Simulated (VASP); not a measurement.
# ZnS (P6_3mc) in VASP: notebook

Runs on ZnS. Level: PBE. Tasks: relaxation of cell and atoms.

All numbers are computed with VASP 6.6.1; they aren't measurements. Logs are shortened: lines on timing, memory, paths and dates and some standing lists are left out, and cuts for length are marked.

## 1. The structure

The structure is hexagonal, space group P6_3mc (No. 186). The conventional cell has a = 3.811 Å, b = 3.811 Å, c = 6.234 Å, α = 90.00°, β = 90.00°, γ = 120.00°. Zn (site symmetry 3m) has 4 S at 2.31 to 2.40 Å as nearest neighbours. Around S (site symmetry 3m) lie 4 Zn at 2.31 to 2.40 Å.

## 2. Relaxation of cell and atoms, PBE

Contents of INCAR:

```
SYSTEM = ZnS
ALGO = Normal
EDIFF = 1E-7
EDIFFG = -0.002
ENCUT = 350
GGA = PE
IBRION = 2
ISIF = 3
ISMEAR = 0
LASPH = .True.
LCHARG = .False.
LREAL = .False.
LWAVE = .False.
NELM = 100
NSW = 80
PREC = Accurate
SIGMA = 0.02
```

Contents of KPOINTS:

```
k-points
0
Gamma
  9 9 6
  0 0 0
```

Contents of POSCAR:

```
ZnS
1.0
    3.8110000000      0.0000000000      0.0000000000
   -1.9055000000      3.3004228100      0.0000000000
    0.0000000000      0.0000000000      6.2340000000
Zn S
2 2
Direct
    0.3333333300      0.6666666700      0.0000000000
    0.6666666700      0.3333333300      0.5000000000
    0.3333333300      0.6666666700      0.3850000000
    0.6666666700      0.3333333300      0.8850000000
```

Potentials or basis: VASP PAW PBE potentials, release 64 (Zn, S).

Command:

```
$ cat potpaw_PBE.64/Zn/POTCAR potpaw_PBE.64/S/POTCAR > POTCAR
$ mpirun -np 1 vasp_std > vasp.out
```

OUTCAR:

```text
SYSTEM = ZnS
   EDIFF = 1E-7
   EDIFFG = -0.002
   ENCUT = 350
   GGA = PE
   IBRION = 2
   ISIF = 3
   ISMEAR = 0
   LASPH = .True.
   LREAL = .False.
   NELM = 100
   NSW = 80
   PREC = Accurate

 ion  position               nearest neighbor table
   1  0.333  0.667  0.000-   4 2.31   4 2.31   4 2.31   3 2.40
   2  0.667  0.333  0.500-   3 2.31   3 2.31   3 2.31   4 2.40
   3  0.333  0.667  0.385-   2 2.31   2 2.31   2 2.31   1 2.40
   4  0.667  0.333  0.885-   1 2.31   1 2.31   1 2.31   2 2.40

  LATTYP: Found a hexagonal cell.
 ALAT       =     3.8110000000
 C/A-ratio  =     1.6357911309

  Lattice vectors:

 A1 = (   3.8110000000,   0.0000000000,   0.0000000000)
 A2 = (  -1.9055000000,   3.3004228100,   0.0000000000)
 A3 = (   0.0000000000,   0.0000000000,   6.2340000000)

Analysis of symmetry for initial positions (statically):
=====================================================================
 Subroutine PRICEL returns:
 Original cell was already a primitive cell.

 Routine SETGRP: Setting up the symmetry group for a
 hexagonal supercell.

 Subroutine GETGRP returns: Found 12 space group operations
 (whereof  6 operations were pure point group operations)
 out of a pool of 24 trial point group operations.

The static configuration has the point symmetry C_3v.
 The point group associated with its full space group is C_6v.

Analysis of symmetry for dynamics (positions and initial velocities):
=====================================================================
 Subroutine PRICEL returns:
 Original cell was already a primitive cell.

 Routine SETGRP: Setting up the symmetry group for a
 hexagonal supercell.

 Subroutine GETGRP returns: Found 12 space group operations
 (whereof  6 operations were pure point group operations)
 out of a pool of 24 trial point group operations.

The dynamic configuration has the point symmetry C_3v.
 The point group associated with its full space group is C_6v.

 Subroutine INISYM returns: Found 12 space group operations
 (whereof  6 operations are pure point group operations),
 and found     1 'primitive' translations

----------------------------------------------------------------------------------------

                                     Primitive cell

  volume of cell :      78.4107

  direct lattice vectors                    reciprocal lattice vectors
[... 114 lines left out ...]
  Thomas-Fermi vector in A             =   2.396326
   LORBIT       =      0    0 simple, 1 ext, 2 COOP (PROOUT), +10 PAW based schemes
   GGA     = PE    functional components
   LHFCALC =     F    Hartree Fock is set to
   AEXX    =    0.0000 exact exchange contribution
   IVDW    =     0    specifies the selected vdW correction
   LEPSILON=     F    determine dielectric tensor
   LRPA    =     F    only Hartree local field effects (RPA)
 conjugate gradient relaxation of ions
 non-spin polarized calculation
 Gauss-broadening in eV      SIGMA  =   0.02
  energy-cutoff  :      350.00
  volume of cell :       78.41
 maximum number of plane-waves:      1184
 NGX is ok and might be reduce to    24
   NGX = 11   NGY = 11   NGZ = 19

--------------------------------------- Ionic step        1  -------------------------------------------

 number of electron      35.9999988 magnetization

 Free energy of the ion-electron system (eV)
  ---------------------------------------------------
  ext. energy  EPLUGINS =         0.00000000
  ---------------------------------------------------
  free energy    TOTEN  =       -13.65100089 eV

  energy without entropy =      -13.65100089  energy(sigma->0) =      -13.65100089

------------------------ aborting loop because EDIFF is reached ----------------------------------------

  FORCE on cell =-STRESS in cart. coord.  units (eV):
  Direction    XX          YY          ZZ          XY          YZ          ZX
  --------------------------------------------------------------------------------------
  -------------------------------------------------------------------------------------
  Total        1.4479826      1.4479826      0.4477693      0.0000000     -0.0000000      0.0000000
  in kB       29.5868405     29.5868404      9.1493354      0.0000000     -0.0000000      0.0000000
  external PRESSURE =      22.7743387 kB  Pullay stress =       0.0000000 kB
[... 95 lines left out ...]
  FREE ENERGIE OF THE ION-ELECTRON SYSTEM (eV)
  ---------------------------------------------------
  free  energy   TOTEN  =       -13.6808954216 eV

  energy  without entropy=      -13.6808954216  energy(sigma->0) =      -13.68089542

[... ionic steps 4 to 7 ...]

--------------------------------------- Ionic step        8  -------------------------------------------

 number of electron      35.9999868 magnetization

------------------------ aborting loop because EDIFF is reached ----------------------------------------
[... 71 lines left out ...]
--------------------------------------- Ionic step       10  -------------------------------------------

 number of electron      35.9999868 magnetization

 Free energy of the ion-electron system (eV)
  ---------------------------------------------------
  ext. energy  EPLUGINS =         0.00000000
  ---------------------------------------------------
  free energy    TOTEN  =       -13.68699827 eV

  energy without entropy =      -13.68699827  energy(sigma->0) =      -13.68699827

 E-fermi :   2.0093     XC(G=0):  -9.5195

 val. band max:        1.9212014813   @ k =   0.0000   0.0000   0.0000
 cond. band min:       4.0012034044   @ k =   0.0000   0.0000   0.0000
 fundamental gap:      2.0800019231
 Fermi energy:         2.0092608220

 k-point     1 :       0.0000    0.0000    0.0000
  band No.  band energies     occupation
      1     -11.0934      2.00000
      2     -10.2028      2.00000
      3      -4.3222      2.00000
      4      -4.3106      2.00000
      5      -4.3106      2.00000
      6      -4.2322      2.00000
[... 589 lines left out ...]
     21       7.3779      0.00000
     22       9.5155      0.00000

 [... further k-points ...]

------------------------ aborting loop because EDIFF is reached ----------------------------------------

  FORCE on cell =-STRESS in cart. coord.  units (eV):
  Direction    XX          YY          ZZ          XY          YZ          ZX
  --------------------------------------------------------------------------------------
  -------------------------------------------------------------------------------------
  Total       -0.0012264     -0.0012264      0.0067963      0.0000000     -0.0000000      0.0000000
  in kB       -0.0243496     -0.0243496      0.1349339      0.0000000     -0.0000000      0.0000000
  external PRESSURE =       0.0287449 kB  Pullay stress =       0.0000000 kB
[... 19 lines left out ...]
  FREE ENERGIE OF THE ION-ELECTRON SYSTEM (eV)
  ---------------------------------------------------
  free  energy   TOTEN  =       -13.6869982659 eV

  energy  without entropy=      -13.6869982659  energy(sigma->0) =      -13.68699827

 reached required accuracy - stopping structural energy minimisation
```

OSZICAR:

```text
N       E                     dE             d eps       ncg     rms          rms(c)
DAV:   1     0.197967374496E+03    0.19797E+03   -0.14068E+04  2112   0.150E+03
DAV:   2     0.281335518846E+01   -0.19515E+03   -0.19070E+03  2304   0.318E+02
DAV:   3    -0.141634988753E+02   -0.16977E+02   -0.16925E+02  2550   0.102E+02
DAV:   4    -0.145017954056E+02   -0.33830E+00   -0.33805E+00  2472   0.149E+01
[... 91 lines left out ...]
DAV:   2    -0.136870060106E+02    0.45821E-04   -0.25880E-04  2418   0.348E-01    0.217E-02
DAV:   3    -0.136870005586E+02    0.54520E-05   -0.14029E-05  2258   0.260E-02    0.104E-02
DAV:   4    -0.136869986135E+02    0.19451E-05   -0.14564E-06  2400   0.858E-03    0.453E-03
DAV:   5    -0.136869982747E+02    0.33878E-06   -0.18221E-07  1412   0.116E-02    0.105E-03
DAV:   6    -0.136869982659E+02    0.88003E-08   -0.34377E-07  1780   0.658E-03
  10 F= -.13686998E+02 E0= -.13686998E+02  d E =-.227379E-05
```

CONTCAR:

```text
ZnS
   1.00000000000000
     3.8446732002589221    0.0000000000000000    0.0000000000000000
    -1.9223366001294611    3.3295846567519964   -0.0000000000000000
     0.0000000000000000   -0.0000000000000000    6.3039718966023450
  Zn              S
     2     2
Direct
     0.3333333300000021    0.6666666699999979    0.0052107480976963
     0.6666666699999979    0.3333333300000021    0.5052107480976964
     0.3333333300000021    0.6666666699999979    0.3797892519023017
     0.6666666699999979    0.3333333300000021    0.8797892519023016

  0.00000000E+00  0.00000000E+00  0.00000000E+00
  0.00000000E+00  0.00000000E+00  0.00000000E+00
  0.00000000E+00  0.00000000E+00  0.00000000E+00
  0.00000000E+00  0.00000000E+00  0.00000000E+00
```

It took 3.5 min on 1 thread of Intel Xeon Platinum 8375C at 2.90GHz (Ice Lake), shared host; peak memory 0.18 GiB.

Results:

| Quantity | Value |
| --- | --- |
| Free energy | -13.6870 eV |
| Relaxed volume | 20.17 Å³/atom |
| Relaxed cell | a = 3.845 Å, b = 3.845 Å, c = 6.304 Å, α = 90.00°, β = 90.00°, γ = 120.00° |
| Space group after relaxing (to 0.05 Å) | P6_3mc (No. 186) |
| Energy gained by relaxing | 9.0 meV/atom |
| Ionic steps | 10 |
| Pressure after relaxing | 0.0 GPa |
| Band gap on the k mesh | 2.08 eV, direct |

The path:
```csv
step,energy change (eV),largest force (eV/Å),pressure (GPa),volume (Å³)
1,0.0000,0.3214,2.28,78.41
2,-0.0290,0.0912,-0.72,81.61
3,-0.0299,0.1248,-0.28,81.11
4,-0.0330,0.0703,-0.10,80.85
5,-0.0344,0.0108,0.13,80.58
6,-0.0345,0.0056,0.16,80.51
7,-0.0359,0.0015,0.04,80.64
8,-0.0360,0.0032,0.01,80.67
9,-0.0360,0.0029,0.02,80.67
10,-0.0360,0.0008,0.00,80.70
```

Final structure:
```xyz
4
Lattice="3.8447 0.0000 0.0000 -1.9223 3.3296 0.0000 0.0000 0.0000 6.3040" Properties=species:S:1:pos:R:3 pbc="T T T"
Zn    0.0000    2.2197    0.0328
Zn    1.9223    1.1099    3.1848
S     0.0000    2.2197    2.3942
S     1.9223    1.1099    5.5462
```

A hybrid or GW would open this gap; PBE tends to underestimate it. Zero-point motion and thermal expansion aren't in these numbers.

[end of part 1 of 2]
